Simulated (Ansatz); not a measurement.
**Formation energy and levels of the substitutional impurity Te_N in GaN (P6_3mc)**

Charge states of Te_N in GaN (P6_3mc), set against the band edges. Model: a cell of 72 host atoms with 1 N taken out and 1 Te put in.

Program: Ansatz 0.2.0. Level of theory: place-levels on r2SCAN runs: charge-transition levels and formation energies with image-charge correction and potential alignment at the atomic sites; PAW set soft_1. Results are calculated unless marked as measured.

Experimental background.

“On the origin of Blue Luminescence in Mg doped GaN” (2017, arxiv:1708.04036) quotes from earlier work for GaN, wurtzite (literature experimental value, sample not described, 2 K): band gap (band gap at 2 K) 3.51 eV [Literature value quoted for comparison without method or sample details; may be an …].

## Step 1: Starting point

The cell holds 72 atoms: 36 Ga, 35 N and 1 Te. Cell: a = 9.550 Å, b = 9.550 Å, c = 10.368 Å, α = 90.0°, β = 90.0°, γ = 120.0°. It derives from GaN (space group P6_3mc). Nearest the centre at fractional (0.556, 0.444, 0.438): Te35 at 0.00 Å, Ga26 at 1.95 Å, Ga58 at 1.95 Å, Ga34 at 1.95 Å, Ga33 at 1.95 Å, N28 at 3.18 Å, N32 at 3.18 Å, N60 at 3.18 Å.

Coordinates:

```xyz
72
Lattice="9.5498 0.0000 0.0000 -4.7749 8.2704 0.0000 0.0000 0.0000 10.3677" Properties=species:S:1:pos:R:3 pbc="T T T"
Ga    1.5916    0.9189    2.5873
Ga    0.0000    1.8379    5.1792
N     1.5916    0.9189    4.5405
N     0.0000    1.8379    1.9486
Ga    1.5916    0.9189    7.7711
Ga    0.0000    1.8379   10.3630
N     1.5916    0.9189    9.7243
N     0.0000    1.8379    7.1324
Ga    0.0000    3.6757    2.5873
Ga   -1.5916    4.5947    5.1792
N     0.0000    3.6757    4.5405
N    -1.5916    4.5947    1.9486
Ga    0.0000    3.6757    7.7711
Ga   -1.5916    4.5947   10.3630
N     0.0000    3.6757    9.7243
N    -1.5916    4.5947    7.1324
Ga   -1.5916    6.4325    2.5873
Ga   -3.1833    7.3515    5.1792
N    -1.5916    6.4325    4.5405
N    -3.1833    7.3515    1.9486
Ga   -1.5916    6.4325    7.7711
Ga   -3.1833    7.3515   10.3630
N    -1.5916    6.4325    9.7243
N    -3.1833    7.3515    7.1324
Ga    4.7749    0.9189    2.5873
Ga    3.1833    1.8379    5.1792
N     4.7749    0.9189    4.5405
N     3.1833    1.8379    1.9486
Ga    4.7749    0.9189    7.7711
Ga    3.1833    1.8379   10.3630
N     4.7749    0.9189    9.7243
N     3.1833    1.8379    7.1324
Ga    3.1833    3.6757    2.5873
Ga    1.5916    4.5947    5.1792
Te    3.1833    3.6757    4.5405
N     1.5916    4.5947    1.9486
Ga    3.1833    3.6757    7.7711
Ga    1.5916    4.5947   10.3630
N     3.1833    3.6757    9.7243
N     1.5916    4.5947    7.1324
Ga    1.5916    6.4325    2.5873
Ga    0.0000    7.3515    5.1792
N     1.5916    6.4325    4.5405
N     0.0000    7.3515    1.9486
Ga    1.5916    6.4325    7.7711
Ga    0.0000    7.3515   10.3630
N     1.5916    6.4325    9.7243
N     0.0000    7.3515    7.1324
Ga    7.9582    0.9189    2.5873
Ga    6.3665    1.8379    5.1792
N     7.9582    0.9189    4.5405
N     6.3665    1.8379    1.9486
Ga    7.9582    0.9189    7.7711
Ga    6.3665    1.8379   10.3630
N     7.9582    0.9189    9.7243
N     6.3665    1.8379    7.1324
Ga    6.3665    3.6757    2.5873
Ga    4.7749    4.5947    5.1792
N     6.3665    3.6757    4.5405
N     4.7749    4.5947    1.9486
Ga    6.3665    3.6757    7.7711
Ga    4.7749    4.5947   10.3630
N     6.3665    3.6757    9.7243
N     4.7749    4.5947    7.1324
Ga    4.7749    6.4325    2.5873
Ga    3.1833    7.3515    5.1792
N     4.7749    6.4325    4.5405
N     3.1833    7.3515    1.9486
Ga    4.7749    6.4325    7.7711
Ga    3.1833    7.3515   10.3630
N     4.7749    6.4325    9.7243
N     3.1833    7.3515    7.1324
```

The host's dielectric constants go in as inputs: (5.83, 5.83, 6.02) for the electrons alone, (10.10, 10.10, 11.19) with the ions, computed on the host (DFPT, PBEsol, on the r2SCAN cell), and a cell off the functional's own equilibrium shifts the ionic part.

The cell's shortest repeat is 9.5 Å.

## Step 2: What was run first

A transition level is the Fermi level at which two charge states cost the same, so each charge needs its own total energy, at its own relaxed structure.

Each atom starts 0.05 Å or so off its site in a random direction: a symmetric start keeps its symmetry, and would miss off-centre moves and Jahn–Teller distortions. Forces are taken at one point at (¼, ¼, ¼). The cell holds 1 electron more than the neutral one, with a uniform background that keeps it neutral on the whole.

The sampling was tested on the host first: at the k-points planned (1x1x1 shifted 0.25 0.25 0.25) its energy lies -0.023 eV an atom from the dense-mesh value, a large miss, so this sampling is coarse for the host.

One state's input; the others differ in charge, spin, start and seed, and in occupations where the table says so.

qm1.relax/input.yaml

```yaml
crystal:
  lattice:
    - [3.18327254, 0.0, 0.0]
    - [-1.59163627, 2.75679489, 0.0]
    - [0.0, 0.0, 5.18383161]
  atoms:
    - { symbol: Ga, position: [0.66666667, 0.33333333, 0.49910624] }
    - { symbol: Ga, position: [0.33333333, 0.66666667, 0.99910624] }
    - { symbol: "N", position: [0.66666667, 0.33333333, 0.87589376] }
    - { symbol: "N", position: [0.33333333, 0.66666667, 0.37589376] }
  supercell: [3, 3, 2]
  defects: [{ substitution: { at: 34, symbol: Te } }]
total_charge: -1
basis:
  ecutwfc: 500
  xc_grid: 2
hamiltonian:
  xc: r2scan
  pseudopotentials: { kind: paw, azcp: { folder: soft_1 } }
kpoints:
  mp_grid: { grid: [1, 1, 1], shift: [0.25, 0.25, 0.25] }
scf:
  occupations: { method: fixed }
  max_iter: 60
output:
  forces: true
  charged_corrections: { epsilon: [5.83, 5.83, 6.02], static_epsilon: [10.1, 10.1, 11.19] }
relax:
  f_tol: 0.02
  max_steps: 80
  random_displacement: { amplitude: 0.05, seed: 3699 }
checkpoint:
  write: "../qm1.relax.run"
  compress: false
  write_wavefunctions: true
  write_every: 100000
```

The run is started by

```bash
$ ansatz run input.yaml --threads 4 --pin off --max-ram 15073MiB --backend cpu --events-out ev --progress --plain --runs-dir out
```

Defect states can disperse in a cell of this size, so the energy is taken again at a 2×2×2 shifted mesh, on the relaxed structure.

The run of this state that the levels use, under r2SCAN:

qm1.point/input.yaml

```yaml
crystal:
  checkpoint: "../qm1.relax.run"
  host: checkpoint
total_charge: -1
basis:
  ecutwfc: 500
  xc_grid: 2
hamiltonian:
  xc: r2scan
  pseudopotentials: { kind: paw, azcp: { folder: soft_1 } }
kpoints:
  mp_grid: { grid: [2, 2, 2], shift: [0.5, 0.5, 0.5] }
scf:
  occupations: { method: fermi_dirac, width: 0.01 }
  max_iter: 60
output:
  forces: true
  eigenvalues: true
  charged_corrections:
    epsilon: [5.83, 5.83, 6.02]
    static_epsilon: [10.1, 10.1, 11.19]
    defect_position: [0.555556, 0.444444, 0.437947]
  eigenstates: { localisation: true }
  populations: true
  band_densities: [{ bands: [v1, v1] }, { bands: [c1, c1] }]
  write_density: true
  write_potential: true
  volumetric_format: npy
checkpoint:
  read: "../qm1.relax.run"
  write: "../qm1.point.run"
  compress: false
  write_wavefunctions: false
  write_every: 100000
```

Relaxations under r2SCAN at one point at (¼, ¼, ¼); times on 4 threads of Arm Neoverse V2, shared host:

| charge | moment (μB) | occupations | outcome | steps | largest displacement against the far atoms (Å) | time |
| --- | --- | --- | --- | --- | --- | --- |
| −1 | 0 | fixed | converged | 15 | 0.82 | 7 min |
| 0 | 1 | fixed | converged | 8 | 0.56 | 9 min |
| +1 | 0 | fixed | converged | 7 | 0.58 | 3.3 min |

Single points under r2SCAN at a 2×2×2 shifted mesh; times on 4 threads of Arm Neoverse V2, shared host:

| charge | moment (μB) | occupations | outcome | time |
| --- | --- | --- | --- | --- |
| −1 | 0 | fermi-dirac | converged | 3.2 min |
| 0 | 1 | fermi-dirac | converged | 7.2 min |
| +1 | 0 | fermi-dirac | converged | 3.1 min |

Distances (Å) from Te35 to the nearest atoms after relaxation with r2SCAN:

| charge | moment (μB) | 1. | 2. | 3. | 4. | 5. | 6. |
| --- | --- | --- | --- | --- | --- | --- | --- |
| −1 | 0 | Ga 2.42 | Ga 2.42 | Ga 2.45 | Ga 2.54 | N 3.09 | N 3.09 |
| 0 | 1 | Ga 2.41 | Ga 2.41 | Ga 2.42 | Ga 2.45 | N 3.23 | N 3.24 |
| +1 | 0 | Ga 2.40 | Ga 2.40 | Ga 2.40 | Ga 2.44 | N 3.23 | N 3.24 |

## Step 3: Levels against the band edges, r2SCAN

A charged cell interacts with its images and the background, and its potential has another zero than the host's. place-levels removes the first by a point-charge model, screened by the static dielectric constant since the ions have relaxed around the charge, and the second by comparing potentials at atoms far from the defect.

The host is a run of the defect-free crystal in the same cutoffs, grids and k-points, so that basis and sampling errors cancel in part in the differences. The host is run in a cell of 4 atoms on a matching mesh. Its band edges are searched through the zone by a band path, so the gap is smaller than, or equal to, that on the mesh. Chemical potentials are energies per atom of N (N2 molecule) and Te (trigonal tellurium), run with the same functional and cutoff.

levels.point.yaml

```yaml
host:
  run: host.point.run
states: [qm1.point.run, q0_M1.point.run, qp1.point.run]
geometry_from:
  qm1.point.run: qm1.relax.run
  q0_M1.point.run: q0_M1.relax.run
  qp1.point.run: qp1.relax.run
  host.point.run: host.relax.run
chemical_potentials:
  "N":
    energy: -384.814403
    dataset: "<sha256 of the dataset>"
  Te:
    energy: -6994.903559
    dataset: <sha256 of the dataset>
epsilon: [5.83, 5.83, 6.02]
static_epsilon: [10.1, 10.1, 11.19]
vertical:
  - { from: qm1.point.run, to: qm1.point_neutral.run }
  - { from: qp1.point.run, to: qp1.point_neutral.run }
```

The run is started by

```bash
$ ansatz place-levels levels.point.yaml -- --threads 4 --pin off --max-ram 15073MiB
```

Numbers of over 12 decimals in the logs are rounded to 6 here.

The program printed:

```text
[... repeated set-up lines and file paths are left out, and long positions are rounded to six places ...]
(+1/0) 2.411 eV above the valence edge (+3.283 eV without the band-filling correction), in the conduction band
(0/-1) 3.626 eV above the valence edge (+3.475 eV without the band-filling correction), in the conduction band
formation energy of charge +1: +4.111 eV with the Fermi level at the valence edge
formation energy of charge 0: +6.522 eV with the Fermi level at the valence edge
formation energy of charge -1: +10.147 eV with the Fermi level at the valence edge
vertical -1 to 0: no energy, since no alignment is typed
  the change from vertical[0].from (qm1.point.run) to vertical[0].to (qm1.point_neutral.run): by its potential at epsilon [5.83, 5.83, 6.02] it stands at 0.341 0.656 0.532, with an rms radius of about 2.6 Å (1.5 1.5 1.6 Å across the planes of the cell's [...]
vertical +1 to 0: no energy, since no alignment is typed
  the change from vertical[1].from (qp1.point.run) to vertical[1].to (qp1.point_neutral.run): by its potential at epsilon [5.83, 5.83, 6.02] it stands at 0.292 0.709 0.578, with an rms radius of about 5.4 Å (3.0 3.1 3.3 Å across the planes of the cell's [...]
  edges by r2scan, gap 2.352 eV; the host is sampled to repeats of 19.10 Å
  the defect's cells are sampled to repeats of 19.10 Å, like sampling
  charge +1: -156965.5232 eV with its correction of +0.588 eV, at epsilon [10.1, 10.1, 11.19], aligned at sites: +0.3778 eV, mean over 33 atomic sites at or beyond 4.77 Å from the defect at [0.5556, 0.4444, 0.4379], with +0.002189 for the charge's moments and [...]
  charge 0: +0.000 eV for its dipole among its images, +0.011 omitted
  charge -1: -156939.8257 eV with its correction of -0.299 eV, at epsilon [10.1, 10.1, 11.19], aligned at sites: +0.5089 eV, mean over 33 atomic sites at or beyond 4.77 Å from the defect at [0.5556, 0.4444, 0.4379], with +0.020877 for the charge's moments and [...]
  of states[2] (qp1.point.run): it parts from the run at its places by a charge that spreads by about 3.1 Å along one vector (1.4 Å or more is wide), by its potential at epsilon [5.83, 5.83, 6.02], taken for that of held ions (one typed too small widens it), [...]
  of states[1] (q0_M1.point.run): a band-filling correction moves a carrier to the host's band edge, which changes its energy by -0.872 eV; its displacements don't fall off away from the defect: farther atoms stand 0.029 Å off the host's places. [...]
  of states[0] (qm1.point.run): it parts from the run at its places by a charge that spreads by about 1.5 Å along one vector (1.4 Å or more is wide), by its potential at epsilon [5.83, 5.83, 6.02], taken for that of held ions (one typed too small widens it), [...]
  of vertical[0].from (qm1.point.run): it parts from the run at its places by a charge that spreads by about 1.5 Å along one vector (1.4 Å or more is wide), by its potential at epsilon [5.83, 5.83, 6.02], taken for that of held ions (one typed too small [...]
  of vertical[0].to (qm1.point_neutral.run): stability_check_not_made
  of vertical[1].from (qp1.point.run): its displacements don't fall off away from the defect: farther atoms stand 0.032 Å off the host's places. [...]
  of vertical[1].to (qp1.point_neutral.run): its displacements don't fall off away from the defect: farther atoms stand 0.032 Å off the host's places. [...]
```

Wall time 0.29 s (4 threads of Arm Neoverse V2, shared host).

Levels between the charges placed, in eV above the valence top:

|  | gap (eV) | (+1/0) | (0/−1) |
| --- | --- | --- | --- |
| r2SCAN | 2.35 | 2.41 | 3.63 |

Corrections by state:

| charge | moment (μB) | image terms and alignment (eV) | band filling (eV) | ε used | over the lowest of its charge, as the program ranks them, band filling apart (eV) |
| --- | --- | --- | --- | --- | --- |
| +1 | 0.0 | 0.588 | - | principal values (10.10, 10.10, 11.19) | 0.000 |
| 0 | 1.0 | 0.000 | -0.872 | - | 0.000 |
| −1 | 0.0 | -0.299 | -0.721 | principal values (10.10, 10.10, 11.19) | 0.000 |

The charged structures listed were also run neutral, and place-levels reads from each pair, by the potential or the spins, how wide the charge is by which they differ; that can be the carrier of either run.

| charge | rms radius (Å) | spread where it is widest against the cell (Å) | wide from (Å) | reading |
| --- | --- | --- | --- | --- |
| +1 | 5.4 | 3.05 | 1.43 | wide |
| −1 | 2.6 | 1.49 | 1.43 | wide |

The neutral runs of these pairs need not share the spin of the lowest neutral state, and very wide values only mean spread over the cell.

From the program's caveats on the states, each cut to its opening words:

- charge +1: it parts from the run at its places by a charge that spreads by about 3.1 Å along one vector (1.4 Å or more is wide), by its potential at epsilon [5.83, 5.83, [...]
- charge +1: its displacements don't fall off away from the defect: farther atoms stand 0.032 Å off the host's places
- charge 0 (1 μB): a band-filling correction moves a carrier to the host's band edge, which changes its energy by -0.872 eV
- charge 0 (1 μB): its displacements don't fall off away from the defect: farther atoms stand 0.029 Å off the host's places
- charge 0 (1 μB): its moments are held at its close (magnetization.spin_locking), by a field of 0.241 eV a Bohr magneton, and its energy and levels are of the state that this [...]
- charge 0 (1 μB): flagged: stability check not made
- charge −1: it parts from the run at its places by a charge that spreads by about 1.5 Å along one vector (1.4 Å or more is wide), by its potential at epsilon [5.83, 5.83, [...]
- charge −1: a band-filling correction moves a carrier to the host's band edge, which changes its energy by -0.721 eV
- charge −1: its alignment with the host at atomic sites is doubtful: the mean over the far sites moves by +0.0930 eV from their farther parts to their nearer, more than [...]
- charge −1: the host's ions (past the first shell or, of a walk that freed a part, those that it held) aren't shown at rest: they stand up to 0.217 Å off their sites, 4.00 [...]

Formation energies (eV), elemental references (Δμ(N) = 0.00 eV, Δμ(Te) = 0.00 eV):

| charge | Fermi level at the valence top | at the conduction bottom |
| --- | --- | --- |
| +1 | 4.11 | 6.46 |
| 0 | 6.52 | 6.52 |
| −1 | 10.15 | 7.80 |

## Step 4: Effect of the sampling

The relaxations' own energies give the levels at their sampling, for comparison.

levels.relax_mesh.yaml

```yaml
host:
  run: host.relax.run
states: [qm1.relax.run, q0_M1.relax.run, qp1.relax.run]
chemical_potentials:
  "N":
    energy: -384.814403
    dataset: "<sha256 of the dataset>"
  Te:
    energy: -6994.903559
    dataset: <sha256 of the dataset>
```

The run is started by

```bash
$ ansatz place-levels levels.relax_mesh.yaml -- --threads 4 --pin off --max-ram 15073MiB
```

The program printed:

```text
[...]
formation energy of charge +1: +3.987 eV with the Fermi level at the valence edge
formation energy of charge 0: +6.409 eV with the Fermi level at the valence edge
formation energy of charge -1: +9.875 eV with the Fermi level at the valence edge
  edges by r2scan, gap 2.361 eV; the host is sampled to repeats of 14.10 Å
[... the lines on each state left out ...]
```

Wall time 0.1 s (4 threads).

Levels between neighbouring charges, in eV above the valence top:

|  | gap (eV) | (+1/0) | (0/−1) |
| --- | --- | --- | --- |
| one point at (¼, ¼, ¼) | 2.36 | 2.42 | 3.47 |
| a 2×2×2 shifted mesh | 2.35 | 2.41 | 3.63 |

Going from one point at (¼, ¼, ¼) to a 2×2×2 shifted mesh moves formation energies against the elements by up to 0.27 eV; band-filling terms, which differ between samplings, are in these energies.

## Step 5: Outcome

```json
{"gap of the host": "2.35 eV (r2SCAN)", "level (plus 1/0)": "2.41 eV above the valence top, past the conduction bottom (3.28 eV above the valence top without the band-filling term)", "level (0/minus 1)": "3.63 eV above the valence top, past the conduction bottom (3.47 eV above the valence top without the band-filling term)", "lowest of the charges placed, just above the valence top (0.02 eV)": "+1", "lowest of the charges placed, just below the conduction bottom (0.02 eV)": "+1", "lowest formation energy at mid-gap of the charges run, elemental references": "5.29 eV"}
```

**Reading.** Of the charges placed (−1, 0 and +1), +1 is the lowest from 0.02 eV above the valence top to 0.02 eV below the conduction bottom, a gap of 2.35 eV. Charges above +1 were not placed, so these runs say nothing of levels that involve them. States placed: +1 at 0 μB; 0 at 1 μB; −1 at 0 μB. Other spin states or structures, where not listed, weren't placed. The program finds carriers beyond a band edge of the host and adds a band-filling term at charge −1 (-0.72 eV) and 0 (-0.87 eV); steps to such a charge show no bound level, and a defect level inside a band would be read the same way. Te is taken at its element; compounds, which aren't counted here, bound the chemical potentials and would shift these formation energies. Going from one point at (¼, ¼, ¼) to a 2×2×2 shifted mesh moves formation energies against the elements by up to 0.27 eV; band-filling terms, which differ between samplings, are in these energies. The program doubts the alignment of potentials for at least one state, a sign that the cell is small. Keep in mind: r2SCAN makes the gap too small and tends to spread out bound carriers; where a gas molecule sets a chemical potential or the host's formation energy, its binding is uncorrected; spin–orbit coupling, which can matter with heavy atoms, is left out; force components of up to 0.30 eV/Å remain in a run at the final settings.

Comparison with the measured values:

```
                             quantity  measured           r2SCAN
band gap (least gap of the host) (eV)      3.51  2.35 (-1.16 eV)
```

Measured values from arxiv:1708.04036 (2017).

How well it matches: The band gap is off by -1.16 eV: a clear miss. Local and semilocal functionals usually give gaps below the measured ones. Zero-point and thermal motion shift the measured gap.

[Logs are printed without paths, hosts, clocks, repeated set-up lines and the standing remarks that a program may print on its own settings, such as how far it seeks lower states.]

[Hosts, paths, dates, database ids (printed as entryN), source tags and the programs' standing remarks are cut or masked in the printed files.]

[Where a table of states has a column of steps, it counts the stored structures, which are thinned; the runs took as many ionic steps or more.]

[A defect's name tells the site on which it was built; relaxed atoms can leave that site.]

[For some hosts the program warned that the k-mesh of the response run may be too coarse for force constants and the static dielectric constant; such warnings are not shown here.]
